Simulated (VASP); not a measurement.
Wanted: the native input for a VASP 6.6.1 run.

```
Task                   : relaxation of cell and atoms
Functional             : BLYP
Potentials or basis    : VASP PAW PBE potentials, release 64 (Ba_sv, S)
Cutoff                 : 600 eV
k mesh                 : 7 × 7 × 7
Occupations            : fermi-dirac, width 0.05 eV
Spin                   : no spin polarisation
Further INCAR settings : ALGO = Normal; EDIFF = 1e-06; IBRION = 2; EDIFFG = -0.01; NSW = 60; ISIF = 3
```

The structure of BaS lies in POSCAR:

```
BaS
1.0
    0.0000000000      3.1937500000      3.1937500000
    3.1937500000      0.0000000000      3.1937500000
    3.1937500000      3.1937500000      0.0000000000
Ba S
1 1
Direct
    0.0000000000      0.0000000000      0.0000000000
    0.5000000000      0.5000000000      0.5000000000
```

These files were run (other wordings do the same):

INCAR

```
SYSTEM = BaS
AGGAC    = 1.0          
AGGAX    = 1.0          
ALDAC    = 0.0          
ALDAX    = 1.0          
ALGO     = Normal         ! electronic algorithm
EDIFF    = 1E-6           ! SCF threshold, eV
EDIFFG   = -0.01          ! ionic threshold
ENCUT    = 600            ! plane-wave cutoff, eV
GGA      = B5             ! functional
IBRION   = 2              ! ionic algorithm
ISIF     = 3              ! what is computed and relaxed
ISMEAR   = -1             ! smearing method
LASPH    = .TRUE.         ! aspherical terms in the spheres
LCHARG   = .FALSE.        ! write CHGCAR
LREAL    = .FALSE.        ! projectors in reciprocal space
LWAVE    = .FALSE.        ! write WAVECAR
NELM     = 60             ! most SCF steps
NSW      = 60             ! ionic steps
PREC     = Accurate       ! precision mode
SIGMA    = 0.05           ! smearing width, eV
```

KPOINTS

```
k-points
0
G
  7 7 7
  0 0 0
```

Potentials or basis: VASP PAW PBE potentials, release 64 (Ba_sv, S).

Command:

```bash
$ cat potpaw_PBE.64/Ba_sv/POTCAR potpaw_PBE.64/S/POTCAR > POTCAR
$ mpirun -np 1 vasp_std > vasp.out
```

Results of the run:

The relaxed volume is 35.35 Å³/atom, the relaxed cell is a = 4.641 Å, b = 4.641 Å, c = 4.641 Å, α = 60.00°, β = 60.00°, γ = 60.00° and the space group after relaxing (to 0.05 Å) is Fm-3m (No. 225). The energy gained by relaxing is 29.8 meV/atom and the ionic steps are 3. The pressure after relaxing is 0.0 GPa and the band gap on the k mesh is 2.35 eV, indirect (least direct gap 2.52 eV).

Caveat: the PAW data sets were made with another functional, which shifts forces and pressure a little; spin-orbit coupling is left out, which moves the levels of the heavy elements; an odd mesh through Γ misses points on the zone boundary, where band edges often lie.

It took 50 s on 1 thread of Intel(R) Xeon(R) Platinum 8488C (Sapphire Rapids), with other jobs on the host, peak memory 0.22 GiB.
